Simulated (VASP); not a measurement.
# TiPt3 (Pm-3m) in VASP: settings compared, part 2 of 2

VASP 6.6.1.

### 5 Relaxation of cell and atoms, AM05

This run uses another cell than the first one, of 14.72 Å³/atom, 0.995 times its volume.

Input file INCAR:

```
PREC     = Accurate       # precision mode
ENCUT    = 600            # plane-wave cutoff, eV
EDIFF    = 1E-7           # SCF threshold, eV
ISMEAR   = 1              # smearing method
SIGMA    = 0.1            # smearing width, eV
LREAL    = False          # projectors in reciprocal space
LASPH    = True           # aspherical terms in the spheres
NELM     = 80             # most SCF steps
ALGO     = Normal         # electronic algorithm
ISIF     = 3              # what is computed and relaxed
LWAVE    = False          # write WAVECAR
LCHARG   = False          # write CHGCAR
GGA      = AM             # functional
IBRION   = 2              # ionic algorithm
NSW      = 90             # ionic steps
EDIFFG   = -0.005         # ionic threshold
```

Input file KPOINTS:

```
regular mesh
0
Gamma
  10 10 10
```

Input file POSCAR:

```
TiPt3                                   
1.0
    3.8906122344      0.0000000000      0.0000000000
   -0.0000000000      3.8906122344      0.0000000000
   -0.0000000000     -0.0000000000      3.8906122344
  Ti              Pt            
     1     3
Direct
     0.0000000000000000    0.0000000000000000    0.0000000000000000
     0.0000000000000000    0.5000000000000000    0.5000000000000000
     0.5000000000000000    0.0000000000000000    0.5000000000000000
     0.5000000000000000    0.5000000000000000    0.0000000000000000
```

Potentials or basis: VASP PAW PBE potentials, release 64 (Ti_sv, Pt).

Run with:

```sh
$ cat potpaw_PBE.64/Ti_sv/POTCAR potpaw_PBE.64/Pt/POTCAR > POTCAR
$ mpirun -np 1 vasp_std > vasp.out
```

OUTCAR:

```text
PREC = Accurate
   ENCUT = 600
   EDIFF = 1E-7
   ISMEAR = 1
   LREAL = False
   LASPH = True
   NELM = 80
   ISIF = 3
   GGA = AM
   IBRION = 2
   NSW = 90
   EDIFFG = -0.005

 ion  position               nearest neighbor table
   1  0.000  0.000  0.000-   2 2.75   3 2.75   4 2.75   2 2.75   3 2.75   2 2.75   4 2.75   2 2.75
                             3 2.75   4 2.75   3 2.75   4 2.75
   2  0.000  0.500  0.500-   1 2.75   3 2.75   4 2.75   1 2.75   4 2.75   1 2.75   3 2.75   1 2.75
                             3 2.75   4 2.75   4 2.75   3 2.75
   3  0.500  0.000  0.500-   1 2.75   2 2.75   4 2.75   1 2.75   4 2.75   2 2.75   4 2.75   4 2.75
                             1 2.75   2 2.75   1 2.75   2 2.75
   4  0.500  0.500  0.000-   1 2.75   2 2.75   3 2.75   2 2.75   3 2.75   1 2.75   3 2.75   3 2.75
[... 879 lines left out ...]
  Total       -0.0001781     -0.0001781     -0.0001781      0.0000000      0.0000000      0.0000000
  in kB       -0.0048463     -0.0048463     -0.0048463      0.0000000      0.0000000      0.0000000
  external PRESSURE =      -0.0048463 kB  Pullay stress =       0.0000000 kB

 VOLUME and BASIS-vectors are now :
 -----------------------------------------------------------------------------
  energy-cutoff  :      600.00
  volume of cell :       58.89
      direct lattice vectors                 reciprocal lattice vectors
     3.890612234  0.000000000  0.000000000     0.257028956  0.000000000  0.000000000
     0.000000000  3.890612234  0.000000000     0.000000000  0.257028956  0.000000000
     0.000000000  0.000000000  3.890612234     0.000000000  0.000000000  0.257028956

 POSITION                                       TOTAL-FORCE (eV/Angst)
 -----------------------------------------------------------------------------------
      0.00000      0.00000      0.00000         0.000000      0.000000      0.000000
      0.00000      1.94531      1.94531         0.000000      0.000000      0.000000
      1.94531      0.00000      1.94531         0.000000      0.000000      0.000000
      1.94531      1.94531      0.00000         0.000000      0.000000      0.000000
 -----------------------------------------------------------------------------------
    total drift:                                0.000000     -0.000000     -0.000000

  FREE ENERGIE OF THE ION-ELECTRON SYSTEM (eV)
  ---------------------------------------------------
  free  energy   TOTEN  =       -31.5972262046 eV

  energy  without entropy=      -31.5973289908  energy(sigma->0) =      -31.59726047

 reached required accuracy - stopping structural energy minimisation
```

OSZICAR:

```text
N       E                     dE             d eps       ncg     rms          rms(c)
DAV:   1     0.412775568688E+03    0.41278E+03   -0.23378E+04  2800   0.202E+03
DAV:   2     0.287991997524E+01   -0.40990E+03   -0.40204E+03  3014   0.482E+02
DAV:   3    -0.338176212965E+02   -0.36698E+02   -0.35067E+02  4207   0.119E+02
DAV:   4    -0.349074113436E+02   -0.10898E+01   -0.10860E+01  3288   0.221E+01
DAV:   5    -0.349432499348E+02   -0.35839E-01   -0.35813E-01  4092   0.384E+00    0.234E+01
DAV:   6    -0.328106720441E+02    0.21326E+01   -0.20506E+01  3993   0.338E+01    0.133E+01
DAV:   7    -0.325862111583E+02    0.22446E+00   -0.26909E+01  3960   0.325E+01    0.107E+01
DAV:   8    -0.317364889508E+02    0.84972E+00   -0.18072E+00  3881   0.109E+01    0.453E+00
DAV:   9    -0.316670190751E+02    0.69470E-01   -0.21460E+00  4119   0.816E+00    0.261E+00
DAV:  10    -0.315970155283E+02    0.70004E-01   -0.47213E-01  3950   0.471E+00    0.303E-01
DAV:  11    -0.316002522902E+02   -0.32368E-02   -0.11326E-02  3855   0.820E-01    0.552E-01
DAV:  12    -0.315972281483E+02    0.30241E-02   -0.19173E-02  3931   0.849E-01    0.575E-02
DAV:  13    -0.315972303475E+02   -0.21992E-05   -0.35413E-04  3377   0.137E-01    0.208E-02
DAV:  14    -0.315972325385E+02   -0.21911E-05   -0.12946E-04  4033   0.800E-02    0.267E-02
DAV:  15    -0.315972259161E+02    0.66224E-05   -0.37161E-05  3948   0.458E-02    0.348E-03
DAV:  16    -0.315972260835E+02   -0.16738E-06   -0.78894E-07  3486   0.595E-03    0.153E-03
DAV:  17    -0.315972261980E+02   -0.11453E-06   -0.65003E-08  2004   0.196E-03    0.286E-04
DAV:  18    -0.315972262046E+02   -0.65925E-08   -0.12961E-08  1579   0.809E-04
   1 F= -.31597226E+02 E0= -.31597260E+02  d E =-.315972E+02
```

CONTCAR:

```text
TiPt3
   1.00000000000000
     3.8906122343999998    0.0000000000000000    0.0000000000000000
     0.0000000000000000    3.8906122343999998    0.0000000000000000
     0.0000000000000000    0.0000000000000000    3.8906122343999998
  Ti              Pt
     1     3
Direct
     0.0000000000000000    0.0000000000000000    0.0000000000000000
     0.0000000000000000    0.5000000000000000    0.5000000000000000
     0.5000000000000000    0.0000000000000000    0.5000000000000000
     0.5000000000000000    0.5000000000000000    0.0000000000000000

  0.00000000E+00  0.00000000E+00  0.00000000E+00
  0.00000000E+00  0.00000000E+00  0.00000000E+00
  0.00000000E+00  0.00000000E+00  0.00000000E+00
  0.00000000E+00  0.00000000E+00  0.00000000E+00
```

Run time: 84 s. Hardware: 1 thread of Intel Xeon Platinum 8259CL at 2.50GHz (Skylake/Cascade Lake), shared host; peak memory 0.23 GiB.

What came out:

```
Free energy             : -31.5972 eV
Pressure after relaxing : 0.0 GPa
Band gap on the k mesh  : none (metal or under the smearing width)
```

Final structure:
```xyz
4
Lattice="3.8906 0.0000 0.0000 0.0000 3.8906 0.0000 0.0000 0.0000 3.8906" Properties=species:S:1:pos:R:3 pbc="T T T"
Ti    0.0000    0.0000    0.0000
Pt    0.0000    1.9453    1.9453
Pt    1.9453    0.0000    1.9453
Pt    1.9453    1.9453    0.0000
```

Levels at points of the mesh, in eV from the Fermi level:
```csv
k point,band 19,band 20,band 21,band 22,band 23,band 24
"(0.00, 0.00, 0.00)",0.03,0.03,1.38,1.38,1.51,1.51
"(0.50, 0.00, 0.00)",-2.65,-1.40,-0.23,-0.23,0.03,0.42
"(0.50, 0.50, 0.00)",-2.54,-2.34,-2.31,0.19,0.19,0.33
"(0.50, 0.50, 0.50)",-0.78,-0.78,-0.47,-0.47,-0.47,1.20
```

Caveat: the relaxation stopped at its first step, so nothing moved; the PAW data sets were made with another functional, which shifts forces and pressure a little. Spin-orbit coupling is left out, which matters for the levels of Pt.

### 6 Relaxation of cell and atoms, LDA

Input file INCAR:

```
PREC = Accurate
ENCUT = 600
EDIFF = 1E-6
ISMEAR = 1
SIGMA = 0.1
LREAL = False
LASPH = True
NELM = 80
ALGO = Normal
ISIF = 3
LWAVE = False
LCHARG = False
IBRION = 2
NSW = 90
EDIFFG = -0.01
```

Input file KPOINTS:

```
Automatic mesh
0
Gamma
  10 10 10
```

Input file POSCAR:

```
TiPt3
1.0
    3.8970000000      0.0000000000      0.0000000000
    0.0000000000      3.8970000000      0.0000000000
    0.0000000000      0.0000000000      3.8970000000
Ti Pt
1 3
Direct
    0.0000000000      0.0000000000      0.0000000000
    0.0000000000      0.5000000000      0.5000000000
    0.5000000000      0.0000000000      0.5000000000
    0.5000000000      0.5000000000      0.0000000000
```

Potentials or basis: VASP PAW LDA potentials, release 64 (Ti_sv, Pt).

Run with:

```sh
$ cat potpaw_LDA.64/Ti_sv/POTCAR potpaw_LDA.64/Pt/POTCAR > POTCAR
$ mpirun -np 1 vasp_std > vasp.out
```

Wall time 74 s (1 thread of Intel Xeon 6975P-C (Granite Rapids), shared host); peak memory 0.23 GiB.

Results (log left out):

```yaml
Free_energy: -34.6319 eV
Relaxed_volume: 14.57 Å³/atom
Relaxed_cell: a = 3.877 Å, b = 3.877 Å, c = 3.877 Å, α = 90.00°, β = 90.00°, γ = 90.00°
Space_group_after_relaxing_to_0.05_Å: Pm-3m (No. 221)
Energy_gained_by_relaxing: 3.0 meV/atom
Ionic_steps: 3
Pressure_after_relaxing: -0.1 GPa
Band_gap_on_the_k_mesh: none (metal or under the smearing width)
```

Step by step:
| step | energy change (eV) | largest force (eV/Å) | pressure (GPa) | volume (Å³) |
| --- | --- | --- | --- | --- |
| 1 | 0.0000 | 0.0000 | -4.23 | 59.18 |
| 2 | 0.0803 | 0.0000 | 13.04 | 55.90 |
| 3 | -0.0122 | 0.0000 | -0.06 | 58.28 |

Final structure:
```xyz
4
Lattice="3.8772 0.0000 0.0000 0.0000 3.8772 0.0000 0.0000 0.0000 3.8772" Properties=species:S:1:pos:R:3 pbc="T T T"
Ti    0.0000    0.0000    0.0000
Pt    0.0000    1.9386    1.9386
Pt    1.9386    0.0000    1.9386
Pt    1.9386    1.9386    0.0000
```

Levels at points of the mesh, in eV from the Fermi level:
| k point | band 18 | band 19 | band 20 | band 21 | band 22 | band 23 | band 24 | band 25 |
| --- | --- | --- | --- | --- | --- | --- | --- | --- |
| (0.00, 0.00, 0.00) | 0.04 | 0.04 | 0.04 | 1.40 | 1.40 | 1.59 | 1.59 | 1.59 |
| (0.50, 0.00, 0.00) | -2.76 | -2.69 | -1.41 | -0.25 | -0.25 | 0.05 | 0.41 | 0.74 |
| (0.50, 0.50, 0.00) | -3.22 | -2.55 | -2.37 | -2.35 | 0.18 | 0.18 | 0.31 | 1.54 |
| (0.50, 0.50, 0.50) | -0.70 | -0.70 | -0.70 | -0.47 | -0.47 | -0.47 | 1.22 | 1.22 |

The run has no spin-orbit coupling, so splittings on Pt are missing. LDA usually gives volumes a few per cent too small.

### 7 Overview

```csv
level,potentials or basis,gap on the mesh (eV),pressure (GPa)
PBEsol,"VASP PAW PBE potentials, release 64 (Ti_sv, Pt)",none,0.0
AM05,"VASP PAW PBE potentials, release 64 (Ti_sv, Pt)",none,0.0
LDA,"VASP PAW LDA potentials, release 64 (Ti_sv, Pt)",none,-0.1
```

Alike in all rows: task relaxation of cell and atoms; no spin polarisation; cell relaxed; k mesh 10 × 10 × 10; cutoff (eV) 600; smearing methfessel-paxton 0.1 eV.

Caveats: the relaxation stopped at its first step, so nothing moved (some runs); the PAW data sets were made with another functional, which shifts forces and pressure a little (some runs).

Total energies depend on the potentials used, so only differences within one code and one set of settings carry meaning.
